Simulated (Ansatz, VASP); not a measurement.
## One calculation of Si, two programs

```
CELL_PARAMETERS angstrom
2.62054 0.00000 0.00000
-1.31027 2.26946 0.00000
0.00000 0.00000 2.46635
ATOMIC_POSITIONS crystal
Si 0.00000 0.00000 0.00000
```

This isn't the form of Si at room conditions, which is diamond.

Alike in both runs: task single point; functional PBE; k mesh 12 × 12 × 11; occupations gaussian, width 0.1 eV; no spin polarisation.

```csv
,VASP,Ansatz
version,VASP 6.6.1,Ansatz 0.2.0
potentials or method,"VASP PAW PBE potentials, release 54 (Si)",Ansatz PAW
plane-wave cutoff (eV),520,420
valence electrons in the cell,4,4
```

Ansatz gave:

| Item | Value |
| --- | --- |
| gap on the k mesh at the Fermi level (eV) | none |
| pressure (GPa) | 3.1 |
| largest component of the traceless stress (GPa) | 3.09 |

Task: Which values does VASP return?

Result: gap on the k mesh at the Fermi level (eV): none; pressure (GPa): 3.0; largest component of the traceless stress (GPa): 3.09.

A gap of «none» marks a metal or a gap that the smearing closes.
